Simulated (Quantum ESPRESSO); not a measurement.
# Mo (Im-3m) in Quantum ESPRESSO: notebook, part 2 of 3

Quantum ESPRESSO 7.5.

### Step 2. Phonons and electron-phonon coupling, PBE

Contents of pw.in:

```
&CONTROL
  calculation = 'scf'
  prefix = 'pwscf'
  outdir = './tmp'
  pseudo_dir = './pseudo'
  tprnfor = .true.
  tstress = .true.
  disk_io = 'low'
/
&SYSTEM
  ibrav = 0
  nat = 1
  ntyp = 1
  ecutwfc = 45
  ecutrho = 360
  nbnd = 13
  occupations = 'smearing'
  smearing = 'mp'
  degauss = 0.01999163
/
&ELECTRONS
  conv_thr = 2d-10
  electron_maxstep = 120
  mixing_beta = 0.5
/
ATOMIC_SPECIES
Mo    95.9500 mo_pbe_v1.uspp.F.UPF
CELL_PARAMETERS angstrom
  -1.5838089719    1.5838089719    1.5838089719
   1.5838089719   -1.5838089719    1.5838089719
   1.5838089719    1.5838089719   -1.5838089719
ATOMIC_POSITIONS crystal
Mo     0.0000000000    0.0000000000    0.0000000000
K_POINTS automatic
12 12 12 0 0 0
```

Contents of relax.in:

```
&CONTROL
  calculation = 'vc-relax'
  prefix = 'pwscf'
  outdir = './tmp'
  pseudo_dir = './pseudo'
  tprnfor = .true.
  tstress = .true.
  disk_io = 'low'
  nstep = 40
  forc_conv_thr = 0.0001
  etot_conv_thr = 1d-06
/
&SYSTEM
  ibrav = 0
  nat = 1
  ntyp = 1
  ecutwfc = 45
  ecutrho = 360
  nbnd = 13
  occupations = 'smearing'
  smearing = 'mp'
  degauss = 0.01999163
/
&ELECTRONS
  conv_thr = 2d-10
  electron_maxstep = 120
  mixing_beta = 0.5
/
&IONS
  ion_dynamics = 'bfgs'
/
&CELL
  cell_dynamics = 'bfgs'
  press = 0
  press_conv_thr = 0.2
/
ATOMIC_SPECIES
Mo    95.9500 mo_pbe_v1.uspp.F.UPF
CELL_PARAMETERS angstrom
  -1.5838089719    1.5838089719    1.5838089719
   1.5838089719   -1.5838089719    1.5838089719
   1.5838089719    1.5838089719   -1.5838089719
ATOMIC_POSITIONS crystal
Mo     0.0000000000    0.0000000000    0.0000000000
K_POINTS automatic
12 12 12 0 0 0
```

Contents of scf2.in:

```
&CONTROL
  calculation = 'scf'
  prefix = 'pwscf'
  outdir = './tmp'
  pseudo_dir = './pseudo'
  tprnfor = .true.
  tstress = .true.
  disk_io = 'low'
/
&SYSTEM
  ibrav = 0
  nat = 1
  ntyp = 1
  ecutwfc = 45
  ecutrho = 360
  nbnd = 13
  occupations = 'smearing'
  smearing = 'mp'
  degauss = 0.01999163
/
&ELECTRONS
  conv_thr = 1d-13
  electron_maxstep = 120
  mixing_beta = 0.5
  startingpot = 'file'
  startingwfc = 'file'
/
ATOMIC_SPECIES
Mo    95.9500 mo_pbe_v1.uspp.F.UPF
CELL_PARAMETERS angstrom
  -1.5783478148    1.5783478148    1.5783478148
   1.5783478148   -1.5783478148    1.5783478148
   1.5783478148    1.5783478148   -1.5783478148
ATOMIC_POSITIONS crystal
Mo     0.0000000000    0.0000000000    0.0000000000
K_POINTS automatic
12 12 12 0 0 0
```

Contents of dense.in:

```
&CONTROL
  calculation = 'scf'
  prefix = 'pwscf'
  outdir = './tmp'
  pseudo_dir = './pseudo'
  tprnfor = .true.
  tstress = .true.
  disk_io = 'low'
/
&SYSTEM
  ibrav = 0
  nat = 1
  ntyp = 1
  ecutwfc = 45
  ecutrho = 360
  nbnd = 13
  occupations = 'smearing'
  smearing = 'mp'
  degauss = 0.01999163
  la2F = .true.
/
&ELECTRONS
  conv_thr = 1d-12
  electron_maxstep = 120
  mixing_beta = 0.5
  startingpot = 'file'
/
ATOMIC_SPECIES
Mo    95.9500 mo_pbe_v1.uspp.F.UPF
CELL_PARAMETERS angstrom
  -1.5783478148    1.5783478148    1.5783478148
   1.5783478148   -1.5783478148    1.5783478148
   1.5783478148    1.5783478148   -1.5783478148
ATOMIC_POSITIONS crystal
Mo     0.0000000000    0.0000000000    0.0000000000
K_POINTS automatic
36 36 36 0 0 0
```

Contents of scf3.in:

```
&CONTROL
  calculation = 'scf'
  prefix = 'pwscf'
  outdir = './tmp'
  pseudo_dir = './pseudo'
  tprnfor = .true.
  tstress = .true.
  disk_io = 'low'
/
&SYSTEM
  ibrav = 0
  nat = 1
  ntyp = 1
  ecutwfc = 45
  ecutrho = 360
  nbnd = 13
  occupations = 'smearing'
  smearing = 'mp'
  degauss = 0.01999163
/
&ELECTRONS
  conv_thr = 1d-12
  electron_maxstep = 120
  mixing_beta = 0.5
  startingpot = 'file'
/
ATOMIC_SPECIES
Mo    95.9500 mo_pbe_v1.uspp.F.UPF
CELL_PARAMETERS angstrom
  -1.5783478148    1.5783478148    1.5783478148
   1.5783478148   -1.5783478148    1.5783478148
   1.5783478148    1.5783478148   -1.5783478148
ATOMIC_POSITIONS crystal
Mo     0.0000000000    0.0000000000    0.0000000000
K_POINTS automatic
12 12 12 0 0 0
```

Contents of ph.in:

```
phonon_bands of Mo
&INPUTPH
  prefix = 'pwscf'
  outdir = './tmp'
  tr2_ph = 1d-18
  fildyn = 'dyn'
  niter_ph = 90
  alpha_mix(1) = 0.4
  ldisp = .true.
  nq1 = 4
  nq2 = 4
  nq3 = 4
  electron_phonon = 'interpolated'
  el_ph_sigma = 0.005
  el_ph_nsigma = 10
  fildvscf = 'dvscf'
/
```

Contents of q2r.in:

```
&INPUT
  fildyn = 'dyn'
  zasr = 'crystal'
  flfrc = 'fc'
  la2F = .true.
/
```

Contents of matdyn.in:

```
&INPUT
  asr = 'crystal'
  flfrc = 'fc'
  flfrq = 'freq'
  q_in_cryst_coord = .true.
  flvec = ' '
/
80
 0.0000000000  0.0000000000  0.0000000000
 0.0312500000 -0.0312500000  0.0312500000
 0.0625000000 -0.0625000000  0.0625000000
 0.0937500000 -0.0937500000  0.0937500000
 0.1250000000 -0.1250000000  0.1250000000
 0.1562500000 -0.1562500000  0.1562500000
 0.1875000000 -0.1875000000  0.1875000000
 0.2187500000 -0.2187500000  0.2187500000
 0.2500000000 -0.2500000000  0.2500000000
 0.2812500000 -0.2812500000  0.2812500000
 0.3125000000 -0.3125000000  0.3125000000
 0.3437500000 -0.3437500000  0.3437500000
 0.3750000000 -0.3750000000  0.3750000000
 0.4062500000 -0.4062500000  0.4062500000
 0.4375000000 -0.4375000000  0.4375000000
 0.4687500000 -0.4687500000  0.4687500000
 0.5000000000 -0.5000000000  0.5000000000
 0.4545454545 -0.4545454545  0.5000000000
 0.4090909091 -0.4090909091  0.5000000000
 0.3636363636 -0.3636363636  0.5000000000
 0.3181818182 -0.3181818182  0.5000000000
 0.2727272727 -0.2727272727  0.5000000000
 0.2272727273 -0.2272727273  0.5000000000
 0.1818181818 -0.1818181818  0.5000000000
 0.1363636364 -0.1363636364  0.5000000000
 0.0909090909 -0.0909090909  0.5000000000
 0.0454545455 -0.0454545455  0.5000000000
 0.0000000000  0.0000000000  0.5000000000
 0.0000000000  0.0000000000  0.4583333333
 0.0000000000  0.0000000000  0.4166666667
 0.0000000000  0.0000000000  0.3750000000
 0.0000000000  0.0000000000  0.3333333333
 0.0000000000  0.0000000000  0.2916666667
 0.0000000000  0.0000000000  0.2500000000
 0.0000000000  0.0000000000  0.2083333333
 0.0000000000  0.0000000000  0.1666666667
 0.0000000000  0.0000000000  0.1250000000
 0.0000000000  0.0000000000  0.0833333333
 0.0000000000  0.0000000000  0.0416666667
 0.0000000000  0.0000000000  0.0000000000
 0.0166666667  0.0166666667  0.0166666667
 0.0333333333  0.0333333333  0.0333333333
 0.0500000000  0.0500000000  0.0500000000
 0.0666666667  0.0666666667  0.0666666667
 0.0833333333  0.0833333333  0.0833333333
 0.1000000000  0.1000000000  0.1000000000
 0.1166666667  0.1166666667  0.1166666667
 0.1333333333  0.1333333333  0.1333333333
 0.1500000000  0.1500000000  0.1500000000
 0.1666666667  0.1666666667  0.1666666667
 0.1833333333  0.1833333333  0.1833333333
 0.2000000000  0.2000000000  0.2000000000
 0.2166666667  0.2166666667  0.2166666667
 0.2333333333  0.2333333333  0.2333333333
 0.2500000000  0.2500000000  0.2500000000
 0.2666666667  0.2000000000  0.2666666667
 0.2833333333  0.1500000000  0.2833333333
 0.3000000000  0.1000000000  0.3000000000
 0.3166666667  0.0500000000  0.3166666667
 0.3333333333  0.0000000000  0.3333333333
 0.3500000000 -0.0500000000  0.3500000000
 0.3666666667 -0.1000000000  0.3666666667
 0.3833333333 -0.1500000000  0.3833333333
 0.4000000000 -0.2000000000  0.4000000000
 0.4166666667 -0.2500000000  0.4166666667
 0.4333333333 -0.3000000000  0.4333333333
 0.4500000000 -0.3500000000  0.4500000000
 0.4666666667 -0.4000000000  0.4666666667
 0.4833333333 -0.4500000000  0.4833333333
 0.5000000000 -0.5000000000  0.5000000000
 0.2500000000  0.2500000000  0.2500000000
 0.2222222222  0.2222222222  0.2777777778
 0.1944444444  0.1944444444  0.3055555556
 0.1666666667  0.1666666667  0.3333333333
 0.1388888889  0.1388888889  0.3611111111
 0.1111111111  0.1111111111  0.3888888889
 0.0833333333  0.0833333333  0.4166666667
 0.0555555556  0.0555555556  0.4444444444
 0.0277777778  0.0277777778  0.4722222222
 0.0000000000  0.0000000000  0.5000000000
```

Contents of matdyn_dos.in:

```
&INPUT
  asr = 'crystal'
  flfrc = 'fc'
  dos = .true.
  fldos = 'phdos'
  nk1 = 18
  nk2 = 18
  nk3 = 18
  deltaE = 1
  flvec = ' '
  flfrq = ' '
/
```

Contents of matdyn_a2f.in:

```
&INPUT
  asr = 'crystal'
  flfrc = 'fc'
  la2F = .true.
  dos = .true.
  fldos = 'dos2'
  nk1 = 14
  nk2 = 14
  nk3 = 14
  ndos = 60
  el_ph_nsigma = 10
  flfrq = 'dosfreq2'
  flvec = ' '
/
```

Contents of matdyn_mesh.in:

```
&INPUT
  asr = 'crystal'
  flfrc = 'fc'
  flfrq = 'mesh'
  q_in_cryst_coord = .true.
  flvec = ' '
/
1000
 0.05000000  0.05000000  0.05000000
 0.05000000  0.05000000  0.15000000
 0.05000000  0.05000000  0.25000000
[... 997 further points of the even 10 x 10 x 10 mesh, shifted by half a step ...]
```

Potentials or basis: GBRV 1.5 PBE.

Launch:

```
OMP_NUM_THREADS=1 mpirun -n 4 pw.x -nk 4 -in pw.in > pw.out
OMP_NUM_THREADS=1 mpirun -n 4 pw.x -nk 4 -in relax.in > relax.out
OMP_NUM_THREADS=1 mpirun -n 4 pw.x -nk 4 -in scf2.in > scf2.out
OMP_NUM_THREADS=1 mpirun -n 4 pw.x -nk 4 -in dense.in > dense.out
OMP_NUM_THREADS=1 mpirun -n 4 pw.x -nk 4 -in scf3.in > scf3.out
OMP_NUM_THREADS=1 mpirun -n 4 ph.x -nk 4 -in ph.in > ph.out
OMP_NUM_THREADS=1 mpirun -n 1 q2r.x -in q2r.in > q2r.out
OMP_NUM_THREADS=1 mpirun -n 1 matdyn.x -in matdyn.in > matdyn.out
OMP_NUM_THREADS=1 mpirun -n 1 matdyn.x -in matdyn_dos.in > matdyn_dos.out
OMP_NUM_THREADS=1 mpirun -n 1 matdyn.x -in matdyn_a2f.in > matdyn_a2f.out
OMP_NUM_THREADS=1 mpirun -n 1 matdyn.x -in matdyn_mesh.in > matdyn_mesh.out
```

pw.out:

```text
This program is part of the open-source Quantum ESPRESSO suite
     for quantum simulation of materials; please cite
[... 6 lines left out ...]
     using ibrav=0 with symmetry is DISCOURAGED, use correct ibrav instead

     K-points division:     npool     =       4
     Subspace diagonalization in iterative solution of the eigenvalue problem:
     a serial algorithm will be used

     G-vector sticks info
     --------------------
     sticks:   dense  smooth     PW     G-vecs:    dense   smooth      PW
     Sum         727     363    139                12479     4321    1061

     Using Slab Decomposition

     bravais-lattice index     =            0
     lattice parameter (alat)  =       5.1840  a.u.
     unit-cell volume          =     107.2420 (a.u.)^3
     number of atoms/cell      =            1
     number of atomic types    =            1
     number of electrons       =        14.00
     number of Kohn-Sham states=           13
     kinetic-energy cutoff     =      45.0000  Ry
     charge density cutoff     =     360.0000  Ry
     scf convergence threshold =      2.0E-10
     mixing beta               =       0.5000
     number of iterations used =            8  plain     mixing
     Exchange-correlation= SLA  PW   PBE  PBE
                           (   1   4   3   4   0   0   0)

     celldm(1)=   5.183968  celldm(2)=   0.000000  celldm(3)=   0.000000
     celldm(4)=   0.000000  celldm(5)=   0.000000  celldm(6)=   0.000000

     crystal axes: (cart. coord. in units of alat)
               a(1) = (  -0.577350   0.577350   0.577350 )
               a(2) = (   0.577350  -0.577350   0.577350 )
               a(3) = (   0.577350   0.577350  -0.577350 )

     reciprocal axes: (cart. coord. in units 2 pi/alat)
               b(1) = ( -0.000000  0.866025  0.866025 )
               b(2) = (  0.866025 -0.000000  0.866025 )
               b(3) = (  0.866025  0.866025  0.000000 )

     PseudoPot. # 1 for Mo read from file:
     mo_pbe_v1.uspp.F.UPF
     Pseudo is Ultrasoft + core correction, Zval = 14.0
     Generated by new atomic code, or converted to UPF format
     Using radial grid of  889 points,  6 beta functions with:
                l(1) =   0
                l(2) =   0
                l(3) =   1
                l(4) =   1
                l(5) =   2
                l(6) =   2
     Q(r) pseudized with  6 coefficients,  rinner =    1.000   1.000   1.000
                                                       1.000   1.000

     atomic species   valence    mass     pseudopotential
     Mo               14.00    95.95000     Mo( 1.00)

     48 Sym. Ops., with inversion, found

   Cartesian axes

     site n.     atom                  positions (alat units)
         1        Mo     tau(   1) = (   0.0000000   0.0000000   0.0000000  )

     number of k points=    72  Methfessel-Paxton smearing, width (Ry)=  0.0200
                       cart. coord. in units 2pi/alat
        k(    1) = (   0.0000000   0.0000000   0.0000000), wk =   0.0011574
        k(    2) = (   0.0721688   0.0721688   0.0000000), wk =   0.0138889
        k(    3) = (   0.1443376   0.1443376   0.0000000), wk =   0.0138889
        k(    4) = (   0.2165064   0.2165064   0.0000000), wk =   0.0138889
        k(    5) = (   0.2886751   0.2886751   0.0000000), wk =   0.0138889
        k(    6) = (   0.3608439   0.3608439   0.0000000), wk =   0.0138889
[... 64 lines left out ...]
        k(   71) = (  -0.8660254  -0.0721688  -0.0721688), wk =   0.0138889
        k(   72) = (  -0.8660254  -0.8660254  -0.8660254), wk =   0.0011574

     Dense  grid:    12479 G-vectors     FFT dimensions: (  32,  32,  32)

     Smooth grid:     4321 G-vectors     FFT dimensions: (  24,  24,  24)

     Initial potential from superposition of free atoms

     starting charge      13.9989, renormalised to      14.0000
     Starting wfcs are   13 randomized atomic wfcs

     Self-consistent Calculation

     iteration #  1     ecut=    45.00 Ry     beta= 0.50
     Davidson diagonalization with overlap
     ethr =  1.00E-02,  avg # of iterations =  3.9

     Threshold (ethr) on eigenvalues was too large:
     Diagonalizing with lowered threshold

     Davidson diagonalization with overlap
     ethr =  2.77E-04,  avg # of iterations =  1.7

     total energy              =    -139.33369269 Ry
     estimated scf accuracy    <       0.03951922 Ry

     iteration #  2     ecut=    45.00 Ry     beta= 0.50
     Davidson diagonalization with overlap
     ethr =  2.82E-04,  avg # of iterations =  2.1

     total energy              =    -139.34012704 Ry
     estimated scf accuracy    <       0.00142906 Ry

     iteration #  3     ecut=    45.00 Ry     beta= 0.50
     Davidson diagonalization with overlap
     ethr =  1.02E-05,  avg # of iterations =  2.3

     total energy              =    -139.34022031 Ry
     estimated scf accuracy    <       0.00026749 Ry
[... 19 lines left out ...]
     total energy              =    -139.34022886 Ry
     estimated scf accuracy    <          4.1E-09 Ry

     iteration #  7     ecut=    45.00 Ry     beta= 0.50
     Davidson diagonalization with overlap
     ethr =  2.95E-11,  avg # of iterations =  2.2

     total energy              =    -139.34022886 Ry
     estimated scf accuracy    <          1.6E-09 Ry

     iteration #  8     ecut=    45.00 Ry     beta= 0.50
     Davidson diagonalization with overlap
     ethr =  1.17E-11,  avg # of iterations =  2.0

     End of self-consistent calculation

          k = 0.0000 0.0000 0.0000 (   555 PWs)   bands (ev):

   -40.3348 -13.6295 -13.6295 -13.6295  13.7952  19.6418  19.6418  19.6418
    22.5991  22.5991  35.7063  35.7063  35.7063

          k = 0.0722 0.0722 0.0000 (   553 PWs)   bands (ev):

   -40.3186 -13.7242 -13.6588 -13.6301  14.0933  19.4760  19.6104  19.9224
    22.3689  22.6049  35.9168  36.2074  36.2574

          k = 0.1443 0.1443 0.0000 (   563 PWs)   bands (ev):

   -40.2741 -13.9783 -13.7384 -13.6319  14.8829  19.0538  19.4633  20.7378
    22.0441  22.6438  36.2033  37.2247  37.6209

          k = 0.2165 0.2165 0.0000 (   555 PWs)   bands (ev):

   -40.2127 -14.3146 -13.8452 -13.6345  15.7503  18.5370  19.4308  22.0020
    22.0823  22.7556  35.6533  36.9020  39.7365
[... 328 lines left out ...]
   -39.9380 -14.5461 -14.4822 -14.4822  15.9815  16.1557  23.5221  23.5221
    24.3678  28.4209  31.8904  31.8904  39.6670

          k =-0.8660-0.0722-0.0722 (   526 PWs)   bands (ev):

   -39.9258 -14.5737 -14.5136 -14.4877  15.8434  15.8999  23.8364  24.0320
    24.9030  29.7847  30.2831  30.9414  40.7166

          k =-0.8660-0.8660-0.8660 (   490 PWs)   bands (ev):

   -39.9138 -14.5451 -14.5451 -14.5451  15.6632  15.6632  24.8567  24.8567
    24.8567  29.8960  29.8960  29.8960  40.2882

     the Fermi energy is    20.9361 ev

!    total energy              =    -139.34022886 Ry
     estimated scf accuracy    <          6.9E-12 Ry
     smearing contrib. (-TS)   =       0.00046680 Ry
     internal energy E=F+TS    =    -139.34069566 Ry

     The total energy is F=E-TS. E is the sum of the following terms:
     one-electron contribution =     -18.77034298 Ry
     hartree contribution      =      17.93453864 Ry
     xc contribution           =     -19.34384020 Ry
     ewald contribution        =    -119.16105111 Ry

     convergence has been achieved in   8 iterations

     Forces acting on atoms (cartesian axes, Ry/au):

     atom    1 type  1   force =     0.00000000    0.00000000    0.00000000

     Total force =     0.000000     Total SCF correction =     0.000000

     Computing stress (Cartesian axis) and pressure

          total   stress  (Ry/bohr**3)                   (kbar)     P=      -26.79
  -0.00018212  -0.00000000  -0.00000000          -26.79       -0.00       -0.00
  -0.00000000  -0.00018212  -0.00000000           -0.00      -26.79       -0.00
  -0.00000000  -0.00000000  -0.00018212           -0.00       -0.00      -26.79

=------------------------------------------------------------------------------=
   JOB DONE.
=------------------------------------------------------------------------------=
```

Wall time 10 min (4 MPI ranks of Intel Xeon 6975P-C (Granite Rapids), shared host); peak memory 0.36 GiB.

What came out:

* Free energy: -1895.8213 eV
* Relaxed volume: 15.73 Å³/atom
* Relaxed cell: a = 2.734 Å, b = 2.734 Å, c = 2.734 Å, α = 109.47°, β = 109.47°, γ = 109.47°
* Space group after relaxing (to 0.05 Å): Im-3m (No. 229)
* Pressure after relaxing: 0.0 GPa
* Band gap on the k mesh: none (metal or under the smearing width)
* Highest phonon frequency: 267 cm⁻¹
* Zero-point energy: 0.036 eV/atom

Step by step:
```csv
step,energy change (eV),largest force (eV/Å),pressure (GPa),volume (Å³)
1,0.0000,0.0000,-2.68,15.89
2,-0.0012,0.0000,0.90,15.68
3,-0.0014,0.0000,-0.02,15.73
4,-0.0014,0.0000,0.01,15.73
```

Final structure:
```
CELL_PARAMETERS angstrom
-1.57835 1.57835 1.57835
1.57835 -1.57835 1.57835
1.57835 1.57835 -1.57835
ATOMIC_POSITIONS crystal
Mo 0.00000 0.00000 0.00000
```

Phonon frequencies in cm⁻¹ (negative: imaginary):
| q point | frequencies |
| --- | --- |
| (0.000, 0.000, 0.000) | 0 0 0 |
| (0.219, -0.219, 0.219) | 133 133 231 |
| (0.438, -0.438, 0.438) | 195 195 215 |
| (0.273, -0.273, 0.500) | 182 228 233 |
| (0.000, 0.000, 0.458) | 154 200 265 |
| (0.000, 0.000, 0.167) | 82 93 143 |
| (0.050, 0.050, 0.050) | 69 69 105 |
| (0.167, 0.167, 0.167) | 199 199 220 |
| (0.283, 0.150, 0.283) | 209 219 219 |
| (0.400, -0.200, 0.400) | 219 220 220 |
| (0.250, 0.250, 0.250) | 214 214 214 |
| (0.056, 0.056, 0.444) | 167 204 262 |

Phonon frequencies at the corners of the path (cm⁻¹, interpolated; i marks imaginary ones):
```csv
point,frequencies
Γ,0 0 0
H,198 198 198
N,155 202 267
P,214 214 214
```

Phonon states per cell in windows of 20 cm⁻¹ (negative: imaginary):
| from (cm⁻¹) | total |
| --- | --- |
| 0 | 0.00 |
| 20 | 0.00 |
| 40 | 0.01 |
| 60 | 0.03 |
| 80 | 0.05 |
| 100 | 0.08 |
| 120 | 0.14 |
| 140 | 0.26 |
| 160 | 0.41 |
| 180 | 0.53 |
| 200 | 0.62 |
| 220 | 0.38 |
| 240 | 0.47 |
| 260 | 0.03 |

Harmonic thermodynamics per atom at this volume (zero-point energy 36.2 meV, Debye temperature from the second moment 370 K):
| T (K) | free energy (meV) | entropy (k_B) | heat capacity Cv (k_B) |
| --- | --- | --- | --- |
| 50 | 36.0 | 0.14 | 0.45 |
| 100 | 34.0 | 0.84 | 1.63 |
| 200 | 20.1 | 2.33 | 2.54 |
| 298.15 | -4.4 | 3.40 | 2.78 |
| 500 | -77.3 | 4.88 | 2.92 |
| 800 | -222.6 | 6.26 | 2.97 |

Electron-phonon coupling by broadening of the double delta (levels on a 36 × 36 × 36 mesh):
```csv
broadening (eV),λ,N(E_F) (states/eV a spin and cell),ω_log (K),"Tc, μ* 0.10 (K)","Tc, μ* 0.13 (K)"
0.07,0.49,0.352,276,3.2,1.9
0.14,0.48,0.329,275,2.8,1.6
0.20,0.47,0.325,274,2.6,1.5
0.27,0.46,0.325,273,2.4,1.3
0.34,0.46,0.327,272,2.2,1.2
0.41,0.45,0.330,271,2.2,1.2
0.48,0.45,0.333,271,2.2,1.2
0.54,0.46,0.337,270,2.2,1.2
0.61,0.46,0.342,270,2.3,1.3
0.68,0.46,0.347,270,2.4,1.3
```

The same from a weighted sum over the computed q points, without interpolation:
| broadening (eV) | λ | ω_log (K) | Tc, μ* 0.10 (K) | Tc, μ* 0.13 (K) |
| --- | --- | --- | --- | --- |
| 0.07 | 0.51 | 267 | 3.5 | 2.2 |
| 0.14 | 0.49 | 267 | 3.1 | 1.8 |
| 0.20 | 0.48 | 267 | 2.9 | 1.7 |
| 0.27 | 0.47 | 267 | 2.6 | 1.5 |
| 0.34 | 0.47 | 267 | 2.4 | 1.4 |
| 0.41 | 0.46 | 267 | 2.4 | 1.3 |
| 0.48 | 0.46 | 268 | 2.3 | 1.3 |
| 0.54 | 0.46 | 268 | 2.4 | 1.3 |
| 0.61 | 0.46 | 268 | 2.4 | 1.3 |
| 0.68 | 0.47 | 268 | 2.5 | 1.4 |

Eliashberg function at a broadening of 0.27 eV:
| cm⁻¹ | α²F |
| --- | --- |
| 7 | 0.000 |
| 20 | 0.000 |
| 34 | 0.000 |
| 48 | 0.000 |
| 61 | -0.001 |
| 75 | 0.000 |
| 88 | 0.001 |
| 102 | 0.006 |
| 116 | 0.016 |
| 129 | 0.042 |
| 143 | 0.096 |
| 156 | 0.343 |
| 170 | 0.408 |
| 183 | 0.461 |
| 197 | 0.610 |
| 211 | 0.447 |
| 224 | 0.263 |
| 238 | 0.286 |
| 251 | 0.398 |
| 265 | 0.015 |

Coupling and linewidth of each mode at the computed q points (broadening 0.27 eV):
```csv
q,cm⁻¹,λ of the modes,linewidths (GHz)
"(0.00, 0.00, 0.25)",115 136 198,0.10 0.08 0.10,5 6 14
"(0.00, 0.00, -0.50)",155 202 267,0.68 0.06 0.10,62 10 28
"(0.00, 0.25, 0.25)",191 203 239,0.11 0.08 0.07,15 12 16
"(0.25, 0.25, 0.25)",214 214 214,0.19 0.19 0.19,32 32 32
"(0.25, 0.25, -0.25)",146 146 247,0.23 0.23 0.14,19 19 33
"(0.25, -0.50, -0.50)",180 229 238,0.41 0.18 0.16,50 35 34
"(-0.50, -0.50, -0.50)",198 198 198,0.70 0.66 0.70,104 98 104
```

Caveat: λ from interpolated matrix elements is rough: modes that symmetry makes equal can differ by tens of percent.

[end of part 2 of 3]
